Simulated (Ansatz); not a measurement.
## AlN, space group P6_3/mmc: a short molecular-dynamics run, step by step

With Ansatz's Python interface.

Contents of `POSCAR`:
```text
AlN
1.0
   3.31211574    0.00000000    0.00000000
  -1.65605787    2.86837637    0.00000000
   0.00000000    0.00000000    4.18756300
Al N
2 2
Direct
   0.33333333    0.66666667    0.75000000
   0.66666667    0.33333333    0.25000000
   0.33333333    0.66666667    0.25000000
   0.66666667    0.33333333    0.75000000
```

Notebook, run cell by cell (the value of a cell's last expression is shown):

**Cell 1**
```python
import ansatz
from ase import Atoms
from ase.io import read
from ase.neighborlist import neighbor_list
import numpy as np
```

**Cell 2**
```python
atoms = read("POSCAR", format="vasp")
system = ansatz.Crystal.from_ase(atoms)

system.resolved().sites[-1]
```
Output:
```text
Site(symbol='N', position=(0.66666667, 0.33333333, 0.75), moment=None, axis=None, held=None, saved=None)
```

**Cell 3**
```python
calc = (
    system.supercell(2, 1, 1).calculation()
    .functional("PBEsol")
    .pseudopotentials("paw")
    .basis(530)
    .kpoints(3, 3, 2, shift=0.5)
    .occupations("fixed")
    .scf(tolerance=1e-09, extra_bands=12, self_checks="high")
    .md(ansatz.Ensemble.NVT_NOSE_HOOVER, timestep=8.0 * ansatz.fs, steps=20, temperature=500, thermostat_time=50, initial_velocities="maxwell_boltzmann", seed=77)
)
steps = []
```

**Cell 4**
```python
def follow(event):
    if event["event"] != "md_step":
        return
    row = event["data"]
    steps.append(row)
    print(f"t = {row['time_fs']:6.1f} fs  E_pot = {row['lagrangian_ev']:.4f} eV  E_kin = {row['e_kin_ev']:.4f} eV  T = {row['temperature_k']:7.1f} K")


out = calc.session().plan(threads=1).execute(on_event=follow)
rep = out.report
```
Output:
```text
DeckWarning: md: disabling space-group detection — thermal motion breaks the input geometry's symmetry, so no spatial operation reduces the k-mesh or symmetrises the density; time reversal is kept, so that k and −k are solved as one point where they differ and the mesh holds both, and exact exchange and, on two spinor [...]
t =    0.0 fs  E_pot = -3623.1449 eV  E_kin = 0.4524 eV  T =   500.0 K
t =    8.0 fs  E_pot = -3622.7667 eV  E_kin = 0.1688 eV  T =   186.6 K
t =   16.0 fs  E_pot = -3622.7550 eV  E_kin = 0.1341 eV  T =   148.2 K
t =   24.0 fs  E_pot = -3622.9568 eV  E_kin = 0.3255 eV  T =   359.7 K
t =   32.0 fs  E_pot = -3622.7698 eV  E_kin = 0.1813 eV  T =   200.4 K
t =   40.0 fs  E_pot = -3622.6483 eV  E_kin = 0.1387 eV  T =   153.3 K
t =   48.0 fs  E_pot = -3623.0649 eV  E_kin = 0.4920 eV  T =   543.8 K
t =   56.0 fs  E_pot = -3622.7134 eV  E_kin = 0.3096 eV  T =   342.1 K
t =   64.0 fs  E_pot = -3622.6271 eV  E_kin = 0.2193 eV  T =   242.4 K
t =   72.0 fs  E_pot = -3622.7068 eV  E_kin = 0.3475 eV  T =   384.0 K
t =   80.0 fs  E_pot = -3622.7883 eV  E_kin = 0.4091 eV  T =   452.2 K
t =   88.0 fs  E_pot = -3622.4776 eV  E_kin = 0.2373 eV  T =   262.2 K
t =   96.0 fs  E_pot = -3622.7948 eV  E_kin = 0.4635 eV  T =   512.3 K
t =  104.0 fs  E_pot = -3622.7458 eV  E_kin = 0.5052 eV  T =   558.3 K
t =  112.0 fs  E_pot = -3622.6072 eV  E_kin = 0.3665 eV  T =   405.0 K
t =  120.0 fs  E_pot = -3622.4415 eV  E_kin = 0.2839 eV  T =   313.8 K
t =  128.0 fs  E_pot = -3622.7656 eV  E_kin = 0.5206 eV  T =   575.3 K
t =  136.0 fs  E_pot = -3622.4444 eV  E_kin = 0.3447 eV  T =   380.9 K
t =  144.0 fs  E_pot = -3622.5550 eV  E_kin = 0.4081 eV  T =   451.1 K
t =  152.0 fs  E_pot = -3622.6856 eV  E_kin = 0.5971 eV  T =   659.9 K
t =  160.0 fs  E_pot = -3622.7519 eV  E_kin = 0.6159 eV  T =   680.7 K
```

**Cell 5**
```python
rep["n_electrons"]
```
Output:
```text
32.0
```

**Cell 6**
```python
[(site.symbol, site.position_frac.round(4).tolist()) for site in out.lattice.sites]
```
Output:
```text
[(<Element.AL: 'Al'>, [0.1592, 0.6597, 0.7587]), (<Element.AL: 'Al'>, [0.3385, 0.3542, 0.2468]),
 (<Element.N: 'N'>, [0.1684, 0.647, 0.2533]), (<Element.N: 'N'>, [0.3397, 0.3051, 0.7575]),
 (<Element.AL: 'Al'>, [0.6633, 0.6545, 0.743]), (<Element.AL: 'Al'>, [0.8393, 0.3428, 0.2412]),
 (<Element.N: 'N'>, [0.6693, 0.6857, 0.2455]), (<Element.N: 'N'>, [0.8219, 0.3407, 0.7636])]
```

**Cell 7**
```python
rep["n_iterations"], rep["closed_by"]
```
Output:
```text
(11, 'deck_thresholds')
```

**Cell 8**
```python
temperature = np.array([s["temperature_k"] for s in steps])
print(f"mean temperature of the second half {temperature[len(steps) // 2 :].mean():.1f} K")
```
Output:
```text
mean temperature of the second half 477.4 K
```

**Cell 9**
```python
symbols = [site.symbol for site in out.lattice.sites]
pairs = np.concatenate([neighbor_list("d", Atoms(symbols, positions=s["positions_ang"], cell=out.lattice.cell_ang, pbc=True), 4.5) for s in steps[len(steps) // 2 :]])
counts, edges = np.histogram(pairs, bins=np.arange(0.5, 4.51, 0.25))
for low, count in zip(edges, counts / (len(symbols) * len(steps[len(steps) // 2 :]))):
    print(f"{low:4.2f}-{low + 0.25:4.2f} A  {count:6.2f} neighbours an atom")

with open("trajectory.xyz", "w") as handle:
    for s in steps[::5]:
        handle.write(f"{len(s['positions_ang'])}\nt = {s['time_fs']} fs\n")
        for site, xyz in zip(out.lattice.sites, s["positions_ang"]):
            handle.write("{} {:.4f} {:.4f} {:.4f}\n".format(site.symbol, *xyz))
```
Output:
```text
0.50-0.75 A    0.00 neighbours an atom
0.75-1.00 A    0.00 neighbours an atom
1.00-1.25 A    0.00 neighbours an atom
1.25-1.50 A    0.00 neighbours an atom
1.50-1.75 A    0.02 neighbours an atom
1.75-2.00 A    2.45 neighbours an atom
2.00-2.25 A    2.52 neighbours an atom
2.25-2.50 A    0.00 neighbours an atom
2.50-2.75 A    0.45 neighbours an atom
2.75-3.00 A    5.55 neighbours an atom
3.00-3.25 A    0.50 neighbours an atom
3.25-3.50 A    5.50 neighbours an atom
3.50-3.75 A    0.45 neighbours an atom
3.75-4.00 A   12.50 neighbours an atom
4.00-4.25 A    4.82 neighbours an atom
4.25-4.50 A    5.07 neighbours an atom
```

**Cell 10**
```python
track = np.array([s["positions_ang"] for s in steps])
names = np.array([site.symbol for site in out.lattice.sites])
for name in sorted(set(names)):
    msd = ((track[:, names == name] - track[0, names == name]) ** 2).sum(axis=2).mean(axis=1)
    print(f"mean square displacement of {name} (A^2):", np.round(msd[:: max(len(msd) // 6, 1)], 4))
```
Output:
```text
mean square displacement of Al (A^2): [0.     0.0044 0.0012 0.0054 0.0037 0.0081 0.0049]
mean square displacement of N (A^2): [0.     0.0035 0.0023 0.0072 0.0048 0.0117 0.0103]
```

It writes `trajectory.xyz`:
```text
8
t = 0.0 fs
Al -0.0000 1.9123 3.1407
Al 1.6561 0.9561 1.0469
N -0.0000 1.9123 1.0469
N 1.6561 0.9561 3.1407
Al 3.3121 1.9123 3.1407
Al 4.9682 0.9561 1.0469
N 3.3121 1.9123 1.0469
N 4.9682 0.9561 3.1407
8
t = 40.0 fs
Al 0.0649 1.9391 3.1787
Al 1.6494 0.9020 1.0968
N -0.0674 1.9677 1.0489
N 1.5978 1.0134 3.0904
Al 3.3517 1.9646 3.1254
Al 4.9451 0.9499 1.0232
N 3.3239 1.8500 1.0268
N 4.9379 0.8695 3.1146
8
t = 80.0 fs
Al 0.0026 1.8840 3.1537
Al 1.7162 1.0027 1.0135
N -0.0166 1.9757 1.0407
N 1.5979 0.9068 3.1377
Al 3.2882 1.8797 3.1491
Al 5.0118 1.0063 1.0687
N 3.3356 1.9418 1.0653
N 4.8605 0.8432 3.1124
8
t = 120.0 fs
Al 0.0375 2.0163 3.0646
Al 1.5987 0.9158 1.0269
N 0.0114 1.7840 1.0667
N 1.7302 0.9002 3.1783
Al 3.3731 1.9494 3.1621
Al 4.9656 0.8990 1.0639
N 3.2379 1.9450 1.0697
N 4.8827 1.0233 3.1712
8
t = 160.0 fs
Al -0.0376 1.8922 3.1769
Al 1.6558 1.0160 1.0336
N 0.0444 1.8557 1.0608
N 1.7452 0.8750 3.1719
Al 3.3100 1.8773 3.1113
Al 4.9919 0.9833 1.0100
N 3.2979 1.9669 1.0281
N 4.8803 0.9772 3.1978
```

Reading the output:
- The settings weren't tested for convergence.
- This cell is a computed structure, which may not be the phase found in nature.
- Warnings are shown shortened and without file and line.
- A small cell, a coarse mesh and a very short run: it shows the set-up and gives no equilibrium averages.
- Timing: 53 s on 1 thread of Arm Neoverse V2, on a shared host, peak memory 0.44 GiB.

(Lines on the test bed's own set-up are left out of the output.)
